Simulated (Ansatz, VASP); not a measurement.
# Al2O3 (Al2O3 (R-3c)): VASP beside Ansatz, part 2 of 2

Aim: how closely do two programs agree when they are given the same cell, functional and k mesh? Of the first pair: The structure shown is the start of the Ansatz relaxation below; VASP solves that cell, so the two are compared at the walk's first step.

VASP 6.6.1 and Ansatz 0.2.0.

So far: Starting point; Ansatz: relaxation, PBE.

## (3) VASP: single point, PBE, start cell, pair 1

Level of this step: PBE; plane waves and PAW (Al, O) (VASP).

The same cell, functional, mesh and smearing now go to VASP, with its own data sets.

Lines of VASP's logs that name or quote its potential files are left out, and so is its time.

INCAR

```
SYSTEM = Al2O3
PREC = Accurate
ENCUT = 520
EDIFF = 1E-06
NELM = 120
ISMEAR = -1
SIGMA = 0.01
LREAL = Auto
ALGO = Normal
GGA = PE
NBANDS = 248
LORBIT = 11
LWAVE = .FALSE.
LCHARG = .FALSE.
ISIF = 2
LASPH = .TRUE.
GGA_COMPAT = .FALSE.
EFERMI = MIDGAP
NCORE = 2
```

POSCAR

```
Al2O3
1.0
    4.8078835235      2.7758328465      8.7484141825
   -4.8078835235      2.7758328465      8.7484141825
    0.0000000000     -5.5516656931      8.7484141825
Al O
32 48
Direct
    0.3253299526      0.3165512458      0.3279339958
    0.4270702666      0.4198704250      0.4258296377
    0.0813203927      0.0697558446      0.0723623150
    0.1758827465      0.1745048013      0.1714030197
    0.3224376175      0.3310944412      0.8190791748
    0.4259045233      0.4326540629      0.9245277738
    0.0711900957      0.0740412463      0.5701146475
    0.1801677571      0.1804156832      0.6719212870
    0.3283572862      0.8280603236      0.3189981320
    0.4251684079      0.9317027255      0.4270764112
    0.0718832539      0.5719567245      0.0711507468
    0.1814662207      0.6782696454      0.1738530578
    0.3244844439      0.8192865722      0.8218254498
    0.4186948510      0.9294532727      0.9294856948
    0.0739038629      0.5731946606      0.5801497270
    0.1827233196      0.6768869133      0.6723429555
    0.8217756372      0.3205047581      0.3228113039
    0.9280942072      0.4188611969      0.4307042581
    0.5810927682      0.0735738177      0.0696387416
    0.6736575220      0.1710290810      0.1828632835
    0.8165342076      0.3279818147      0.8261490194
    0.9252075872      0.4195220837      0.9290452768
    0.5729117736      0.0745704581      0.5684419093
    0.6707996318      0.1820038887      0.6781692616
    0.8241134435      0.8222858202      0.3304298666
    0.9288131095      0.9244038928      0.4200619698
    0.5809221001      0.5697575202      0.0741161858
    0.6690050037      0.6771853184      0.1777031198
    0.8307922656      0.8192553804      0.8243649216
    0.9246791503      0.9334670088      0.9222479207
    0.5770352675      0.5669366452      0.5740489408
    0.6712779395      0.6831467795      0.6738800263
    0.2265684834      0.0217933479      0.3785020650
    0.4758687977      0.1264859576      0.2793028616
    0.0340951465      0.3716081066      0.2237866047
    0.3731060547      0.2187628814      0.0355808949
    0.1277106135      0.2705196055      0.4748714473
    0.2774905221      0.4715940180      0.1197650413
    0.2289067456      0.0281922326      0.8713847440
    0.4757795030      0.1176377153      0.7791902909
    0.0305430350      0.3783511697      0.7143965764
    0.3759442611      0.2160895149      0.5273078322
    0.1286085505      0.2730816844      0.9768026837
    0.2850382728      0.4699466625      0.6199546537
    0.2263715196      0.5213277084      0.3742801154
    0.4731497692      0.6205678580      0.2845813134
    0.0269309833      0.8809990945      0.2225800689
    0.3761848148      0.7181115674      0.0245743978
    0.1242800635      0.7714885462      0.4748428806
    0.2853347240      0.9704222441      0.1230395484
    0.2260226351      0.5271147878      0.8780607237
    0.4667715860      0.6218021720      0.7820621834
    0.0262465461      0.8704302664      0.7291827665
    0.3715295204      0.7195346232      0.5355905510
    0.1264546176      0.7771236666      0.9659667165
    0.2718736470      0.9779415006      0.6262799547
    0.7281137001      0.0241671541      0.3706696366
    0.9740630775      0.1268046155      0.2706965414
    0.5290275598      0.3812244784      0.2158826868
    0.8729926122      0.2267858177      0.0308806580
    0.6203559169      0.2754438591      0.4731883343
    0.7719560555      0.4769204140      0.1231182429
    0.7205147984      0.0225634060      0.8761393708
    0.9725462236      0.1218253232      0.7847658211
    0.5249122111      0.3706884250      0.7234375924
    0.8683367543      0.2267155534      0.5272246792
    0.6312687820      0.2718665645      0.9717749695
    0.7836606255      0.4733436237      0.6236954591
    0.7173519694      0.5342874264      0.3713749820
    0.9688618244      0.6201449739      0.2845748198
    0.5247861711      0.8755667155      0.2286637218
    0.8726526220      0.7290958997      0.0235077480
    0.6190901622      0.7838553850      0.4740231991
    0.7764720851      0.9691766287      0.1225244955
    0.7194290174      0.5330391027      0.8779239271
    0.9785315148      0.6218177983      0.7733855795
    0.5279540905      0.8748241824      0.7278813657
    0.8701842451      0.7237341498      0.5342499350
    0.6257935328      0.7716860022      0.9779413775
    0.7834822334      0.9747616177      0.6212076204
```

KPOINTS

```
Automatic mesh
0
Gamma
1 1 1
0 0 0
```

The projector-augmented-wave data sets are Al and O (PBE family, release 64).

On the command line:

```bash
$ mpirun -np 8 vasp_gam
```

Numbers of over 12 decimals in the logs are rounded to 6 here.

Log:

```text
[banner, memory and clock lines left out]
running    8 mpi-ranks, on    1 nodes
[...]
LDA part: xc-table for (Slater+PW92), standard interpolation
 POSCAR, INCAR and KPOINTS ok, starting setup
[...]
entering main loop
       N       E                     dE             d eps       ncg     rms          rms(c)
DAV:   1     0.387539343560E+04    0.38754E+04   -0.22693E+05   504   0.156E+03
DAV:   2    -0.248474351548E+03   -0.41239E+04   -0.38895E+04   704   0.382E+02
DAV:   3    -0.652800540362E+03   -0.40433E+03   -0.40093E+03   584   0.124E+02
DAV:   4    -0.660661302073E+03   -0.78608E+01   -0.78394E+01   600   0.188E+01
[...]
DAV:  13    -0.595504595179E+03    0.18467E-04   -0.23318E-04   600   0.434E-02    0.150E-02
DAV:  14    -0.595504598325E+03   -0.31455E-05   -0.59977E-05   584   0.170E-02    0.106E-02
DAV:  15    -0.595504598984E+03   -0.65908E-06   -0.54070E-06   512   0.613E-03
   1 F= -.59550460E+03 E0= -.59550460E+03  d E =0.000000E+00
```

From OUTCAR (step 3):

```text
  FREE ENERGIE OF THE ION-ELECTRON SYSTEM (eV)
  ---------------------------------------------------
  free  energy   TOTEN  =      -595.5045989841 eV

  energy  without entropy=     -595.5045989841  energy(sigma->0) =     -595.50459898
```

The run ends at a pressure of 1.18 GPa, with forces up to 2.4 eV/Å.

## (4) Side by side

Known differences besides the potentials themselves: the cutoff is 420 eV in Ansatz and 520 eV in VASP (PREC = Accurate, projectors in real space). Total energies have different zeros and are not compared.

Forces on 10 of the 80 atoms, those with the largest forces and the largest differences (eV/Å; atoms numbered as in POSCAR):

```csv
atom,"Ansatz x, y, z","VASP x, y, z"
Al1,"-1.441, 1.234, -0.329","-1.440, 1.234, -0.340"
Al6,"0.776, -1.675, -0.781","0.785, -1.670, -0.778"
Al14,"1.882, 1.090, -0.025","1.889, 1.091, -0.019"
Al15,"-0.057, 0.855, -0.483","-0.060, 0.859, -0.500"
Al23,"0.983, -1.067, 1.314","0.981, -1.062, 1.300"
Al24,"1.666, -0.794, -1.471","1.667, -0.787, -1.465"
Al26,"-0.132, -1.073, 1.429","-0.136, -1.069, 1.436"
Al27,"-1.457, 0.071, -0.096","-1.464, 0.071, -0.112"
Al28,"0.116, 0.706, 0.692","0.117, 0.708, 0.711"
O62,"1.692, -0.401, 0.744","1.697, -0.402, 0.747"
```

The forces differ by 5.2 meV/Å r.m.s., which is 0.7 % of the r.m.s. force of 0.732 eV/Å (both taken over all components).

## (5) Ansatz: relaxation, PBE

This run makes the geometry at which the two programs are then compared.

The structure compared here is the end of the Ansatz relaxation.

input.yaml

```yaml
crystal:
  lattice:
    - [4.8078835235, 2.7758328465, 8.7484141825]
    - [-4.8078835235, 2.7758328465, 8.7484141825]
    - [0.0, -5.5516656931, 8.7484141825]
  atoms:
    - { symbol: Al, position: [0.3239438534, 0.3239438534, 0.3239438534] }
    - { symbol: Al, position: [0.4260561466, 0.4260561466, 0.4260561466] }
    - { symbol: Al, position: [0.0739438534, 0.0739438534, 0.0739438534] }
    - { symbol: Al, position: [0.1760561466, 0.1760561466, 0.1760561466] }
    - { symbol: O, position: [0.2219254308, 0.0280745692, 0.375] }
    - { symbol: O, position: [0.4719254308, 0.125, 0.2780745692] }
    - { symbol: O, position: [0.0280745692, 0.375, 0.2219254308] }
    - { symbol: O, position: [0.375, 0.2219254308, 0.0280745692] }
    - { symbol: O, position: [0.125, 0.2780745692, 0.4719254308] }
    - { symbol: O, position: [0.2780745692, 0.4719254308, 0.125] }
    - { symbol: Al, position: [0.3239438534, 0.3239438534, 0.8239438534] }
    - { symbol: Al, position: [0.4260561466, 0.4260561466, 0.9260561466] }
    - { symbol: Al, position: [0.0739438534, 0.0739438534, 0.5739438534] }
    - { symbol: Al, position: [0.1760561466, 0.1760561466, 0.6760561466] }
    - { symbol: O, position: [0.2219254308, 0.0280745692, 0.875] }
    - { symbol: O, position: [0.4719254308, 0.125, 0.7780745692] }
    - { symbol: O, position: [0.0280745692, 0.375, 0.7219254308] }
    - { symbol: O, position: [0.375, 0.2219254308, 0.5280745692] }
    - { symbol: O, position: [0.125, 0.2780745692, 0.9719254308] }
    - { symbol: O, position: [0.2780745692, 0.4719254308, 0.625] }
    - { symbol: Al, position: [0.3239438534, 0.8239438534, 0.3239438534] }
    - { symbol: Al, position: [0.4260561466, 0.9260561466, 0.4260561466] }
    - { symbol: Al, position: [0.0739438534, 0.5739438534, 0.0739438534] }
    - { symbol: Al, position: [0.1760561466, 0.6760561466, 0.1760561466] }
    - { symbol: O, position: [0.2219254308, 0.5280745692, 0.375] }
    - { symbol: O, position: [0.4719254308, 0.625, 0.2780745692] }
    - { symbol: O, position: [0.0280745692, 0.875, 0.2219254308] }
    - { symbol: O, position: [0.375, 0.7219254308, 0.0280745692] }
    - { symbol: O, position: [0.125, 0.7780745692, 0.4719254308] }
    - { symbol: O, position: [0.2780745692, 0.9719254308, 0.125] }
    - { symbol: Al, position: [0.3239438534, 0.8239438534, 0.8239438534] }
    - { symbol: Al, position: [0.4260561466, 0.9260561466, 0.9260561466] }
    - { symbol: Al, position: [0.0739438534, 0.5739438534, 0.5739438534] }
    - { symbol: Al, position: [0.1760561466, 0.6760561466, 0.6760561466] }
    - { symbol: O, position: [0.2219254308, 0.5280745692, 0.875] }
    - { symbol: O, position: [0.4719254308, 0.625, 0.7780745692] }
    - { symbol: O, position: [0.0280745692, 0.875, 0.7219254308] }
    - { symbol: O, position: [0.375, 0.7219254308, 0.5280745692] }
    - { symbol: O, position: [0.125, 0.7780745692, 0.9719254308] }
    - { symbol: O, position: [0.2780745692, 0.9719254308, 0.625] }
    - { symbol: Al, position: [0.8239438534, 0.3239438534, 0.3239438534] }
    - { symbol: Al, position: [0.9260561466, 0.4260561466, 0.4260561466] }
    - { symbol: Al, position: [0.5739438534, 0.0739438534, 0.0739438534] }
    - { symbol: Al, position: [0.6760561466, 0.1760561466, 0.1760561466] }
    - { symbol: O, position: [0.7219254308, 0.0280745692, 0.375] }
    - { symbol: O, position: [0.9719254308, 0.125, 0.2780745692] }
    - { symbol: O, position: [0.5280745692, 0.375, 0.2219254308] }
    - { symbol: O, position: [0.875, 0.2219254308, 0.0280745692] }
    - { symbol: O, position: [0.625, 0.2780745692, 0.4719254308] }
    - { symbol: O, position: [0.7780745692, 0.4719254308, 0.125] }
    - { symbol: Al, position: [0.8239438534, 0.3239438534, 0.8239438534] }
    - { symbol: Al, position: [0.9260561466, 0.4260561466, 0.9260561466] }
    - { symbol: Al, position: [0.5739438534, 0.0739438534, 0.5739438534] }
    - { symbol: Al, position: [0.6760561466, 0.1760561466, 0.6760561466] }
    - { symbol: O, position: [0.7219254308, 0.0280745692, 0.875] }
    - { symbol: O, position: [0.9719254308, 0.125, 0.7780745692] }
    - { symbol: O, position: [0.5280745692, 0.375, 0.7219254308] }
    - { symbol: O, position: [0.875, 0.2219254308, 0.5280745692] }
    - { symbol: O, position: [0.625, 0.2780745692, 0.9719254308] }
    - { symbol: O, position: [0.7780745692, 0.4719254308, 0.625] }
    - { symbol: Al, position: [0.8239438534, 0.8239438534, 0.3239438534] }
    - { symbol: Al, position: [0.9260561466, 0.9260561466, 0.4260561466] }
    - { symbol: Al, position: [0.5739438534, 0.5739438534, 0.0739438534] }
    - { symbol: Al, position: [0.6760561466, 0.6760561466, 0.1760561466] }
    - { symbol: O, position: [0.7219254308, 0.5280745692, 0.375] }
    - { symbol: O, position: [0.9719254308, 0.625, 0.2780745692] }
    - { symbol: O, position: [0.5280745692, 0.875, 0.2219254308] }
    - { symbol: O, position: [0.875, 0.7219254308, 0.0280745692] }
    - { symbol: O, position: [0.625, 0.7780745692, 0.4719254308] }
    - { symbol: O, position: [0.7780745692, 0.9719254308, 0.125] }
    - { symbol: Al, position: [0.8239438534, 0.8239438534, 0.8239438534] }
    - { symbol: Al, position: [0.9260561466, 0.9260561466, 0.9260561466] }
    - { symbol: Al, position: [0.5739438534, 0.5739438534, 0.5739438534] }
    - { symbol: Al, position: [0.6760561466, 0.6760561466, 0.6760561466] }
    - { symbol: O, position: [0.7219254308, 0.5280745692, 0.875] }
    - { symbol: O, position: [0.9719254308, 0.625, 0.7780745692] }
    - { symbol: O, position: [0.5280745692, 0.875, 0.7219254308] }
    - { symbol: O, position: [0.875, 0.7219254308, 0.5280745692] }
    - { symbol: O, position: [0.625, 0.7780745692, 0.9719254308] }
    - { symbol: O, position: [0.7780745692, 0.9719254308, 0.625] }
basis:
  ecutwfc: 420
  xc_grid: 2
hamiltonian:
  xc: pbe
  pseudopotentials: { kind: paw, azcp: { folder: soft_1 } }
kpoints:
  mp_grid: { grid: [1, 1, 1] }
scf:
  occupations: { method: fermi_dirac, width: 0.01 }
  max_iter: 100
  lower_state_search: "off"
output:
  forces: true
relax:
  f_tol: 0.015
  max_steps: 120
  random_displacement: { amplitude: 0.06, seed: 9071 }
checkpoint:
  write: "../pristine.rattled.run"
  compress: false
  write_wavefunctions: false
  write_every: 100000
```

On the command line:

```bash
$ ansatz run input.yaml --threads 8 --pin off --max-ram 15073MiB --backend cpu --events-out ev --progress --plain --runs-dir out
```

Log:

```text
[...]
Crystal: 80 atoms, lattice volume = 700.532 Å³
Basis set: ecut = 420 eV, 13721 PW (Γ), exchange–correlation on 144×144×144 points (8 copies of the dense FFT grid, shifted against one another)
Bands: 272, of which v1, the nominal top of the filled ones, is band 192 counted from 1 (191 counted from 0)
Symmetry: 1 space group operations
k-points: 1
[...]
SCF iter   1: F=—  HF=-44583.487837 eV  |F-HF|=—  |Δ(HF+E_count)|=         —  Δρ=1.29e-1  dr2=1.10e2  ethr=3.10e-3  ⟨swp⟩=6.0  Hψ=1151  notcnv=0  defer=42
[...]
- { symbol: O, position: [0.222217, 0.027520, 0.875168] }
    - { symbol: O, position: [0.472220, 0.124292, 0.778394] }
[...]
- { symbol: Al, position: [0.824371, 0.823211, 0.824092] }
    - { symbol: Al, position: [0.926524, 0.925377, 0.926244] }
    - { symbol: Al, position: [0.574370, 0.573208, 0.574093] }
    - { symbol: Al, position: [0.676524, 0.675378, 0.676243] }
[...]
- { symbol: O, position: [0.528672, 0.874296, 0.721940] }
    - { symbol: O, position: [0.875446, 0.721067, 0.528400] }
    - { symbol: O, position: [0.625449, 0.777521, 0.971937] }
    - { symbol: O, position: [0.778675, 0.971064, 0.625170] }
```

## (6) VASP: single point, PBE, relaxed cell, pair 2

The same cell, functional, mesh and smearing now go to VASP, with its own data sets.

INCAR is that of step 3.

POSCAR

```
Al2O3
1.0
    4.8078835235      2.7758328465      8.7484141825
   -4.8078835235      2.7758328465      8.7484141825
    0.0000000000     -5.5516656931      8.7484141825
Al O
32 48
Direct
    0.3243692161      0.3232140303      0.3240880902
    0.4265270936      0.4253719079      0.4262459678
    0.0743692161      0.0732140303      0.0740880902
    0.1765270936      0.1753719079      0.1762459678
    0.3243692161      0.3232140303      0.8240880902
    0.4265270936      0.4253719079      0.9262459678
    0.0743692161      0.0732140303      0.5740880902
    0.1765270936      0.1753719079      0.6762459678
    0.3243692161      0.8232140303      0.3240880902
    0.4265270936      0.9253719079      0.4262459678
    0.0743692161      0.5732140303      0.0740880902
    0.1765270936      0.6753719079      0.1762459678
    0.3243692161      0.8232140303      0.8240880902
    0.4265270936      0.9253719079      0.9262459678
    0.0743692161      0.5732140303      0.5740880902
    0.1765270936      0.6753719079      0.6762459678
    0.8243692161      0.3232140303      0.3240880902
    0.9265270936      0.4253719079      0.4262459678
    0.5743692161      0.0732140303      0.0740880902
    0.6765270936      0.1753719079      0.1762459678
    0.8243692161      0.3232140303      0.8240880902
    0.9265270936      0.4253719079      0.9262459678
    0.5743692161      0.0732140303      0.5740880902
    0.6765270936      0.1753719079      0.6762459678
    0.8243692161      0.8232140303      0.3240880902
    0.9265270936      0.9253719079      0.4262459678
    0.5743692161      0.5732140303      0.0740880902
    0.6765270936      0.6753719079      0.1762459678
    0.8243692161      0.8232140303      0.8240880902
    0.9265270936      0.9253719079      0.9262459678
    0.5743692161      0.5732140303      0.5740880902
    0.6765270936      0.6753719079      0.6762459678
    0.2222200802      0.0275210438      0.3751670290
    0.4722200802      0.1242929691      0.2783951037
    0.0286762296      0.3742929691      0.2219389543
    0.3754481549      0.2210648944      0.0283951037
    0.1254481549      0.2775210438      0.4719389543
    0.2786762296      0.4710648944      0.1251670290
    0.2222200802      0.0275210438      0.8751670290
    0.4722200802      0.1242929691      0.7783951037
    0.0286762296      0.3742929691      0.7219389543
    0.3754481549      0.2210648944      0.5283951037
    0.1254481549      0.2775210438      0.9719389543
    0.2786762296      0.4710648944      0.6251670290
    0.2222200802      0.5275210438      0.3751670290
    0.4722200802      0.6242929691      0.2783951037
    0.0286762296      0.8742929691      0.2219389543
    0.3754481549      0.7210648944      0.0283951037
    0.1254481549      0.7775210438      0.4719389543
    0.2786762296      0.9710648944      0.1251670290
    0.2222200802      0.5275210438      0.8751670290
    0.4722200802      0.6242929691      0.7783951037
    0.0286762296      0.8742929691      0.7219389543
    0.3754481549      0.7210648944      0.5283951037
    0.1254481549      0.7775210438      0.9719389543
    0.2786762296      0.9710648944      0.6251670290
    0.7222200802      0.0275210438      0.3751670290
    0.9722200802      0.1242929691      0.2783951037
    0.5286762296      0.3742929691      0.2219389543
    0.8754481549      0.2210648944      0.0283951037
    0.6254481549      0.2775210438      0.4719389543
    0.7786762296      0.4710648944      0.1251670290
    0.7222200802      0.0275210438      0.8751670290
    0.9722200802      0.1242929691      0.7783951037
    0.5286762296      0.3742929691      0.7219389543
    0.8754481549      0.2210648944      0.5283951037
    0.6254481549      0.2775210438      0.9719389543
    0.7786762296      0.4710648944      0.6251670290
    0.7222200802      0.5275210438      0.3751670290
    0.9722200802      0.6242929691      0.2783951037
    0.5286762296      0.8742929691      0.2219389543
    0.8754481549      0.7210648944      0.0283951037
    0.6254481549      0.7775210438      0.4719389543
    0.7786762296      0.9710648944      0.1251670290
    0.7222200802      0.5275210438      0.8751670290
    0.9722200802      0.6242929691      0.7783951037
    0.5286762296      0.8742929691      0.7219389543
    0.8754481549      0.7210648944      0.5283951037
    0.6254481549      0.7775210438      0.9719389543
    0.7786762296      0.9710648944      0.6251670290
```

KPOINTS is that of step 3.

On the command line:

```bash
$ mpirun -np 8 vasp_gam
```

Log:

```text
[... set-up lines as in an earlier step ...]
 entering main loop
       N       E                     dE             d eps       ncg     rms          rms(c)
DAV:   1     0.388250413837E+04    0.38825E+04   -0.22682E+05   504   0.156E+03
DAV:   2    -0.250558236425E+03   -0.41331E+04   -0.39149E+04   712   0.382E+02
DAV:   3    -0.654240366127E+03   -0.40368E+03   -0.40020E+03   592   0.123E+02
DAV:   4    -0.662025364474E+03   -0.77850E+01   -0.77664E+01   600   0.178E+01
[...]
DAV:  12    -0.598061346693E+03   -0.22795E-05   -0.19730E-04   584   0.311E-02    0.166E-02
DAV:  13    -0.598061348846E+03   -0.21527E-05   -0.11096E-05   552   0.720E-03    0.260E-03
DAV:  14    -0.598061348358E+03    0.48773E-06   -0.13161E-06   400   0.260E-03
   1 F= -.59806135E+03 E0= -.59806135E+03  d E =0.000000E+00
```

OUTCAR, selected parts (step 6):

```text
  FREE ENERGIE OF THE ION-ELECTRON SYSTEM (eV)
  ---------------------------------------------------
  free  energy   TOTEN  =      -598.0613483580 eV

  energy  without entropy=     -598.0613483580  energy(sigma->0) =     -598.06134836
```

The run ends at a pressure of -0.21 GPa, with forces up to 0.0071 eV/Å.

## (7) Side by side

The two programs side by side:

| quantity | Ansatz | VASP | difference |
| --- | --- | --- | --- |
| gap on the k mesh (eV) | 5.851 | 5.844 | +0.006 |

At this near-relaxed geometry the largest component of a force difference is 8 meV/Å. A gap on the mesh is an upper bound, since the band edges may lie between its points.

## (8) Summary of results

```json
{
  "r.m.s. force difference (single point, PBE, start cell, pair 1)": "0.71 % of the r.m.s. force",
  "difference in gap on the k mesh (single point, PBE, relaxed cell, pair 2)": "0.0063 eV"
}
```

The r.m.s. force difference is 0.71 % of the r.m.s. force (single point, PBE, start cell, pair 1), within the 3 % picked in this series as the mark of a large difference. How closely two codes agree says nothing of how well the functional describes the real material.

[Lines on the potential files, build, host, timing and source positions are cut from VASP's logs without a mark.]

[Logs are printed without paths, hosts, clocks, repeated set-up lines and the standing remarks that a program may print on its own settings, such as how far it seeks lower states.]

[Hosts, paths, dates, database ids (printed as entryN), source tags and the programs' standing remarks are cut or masked in the printed files.]
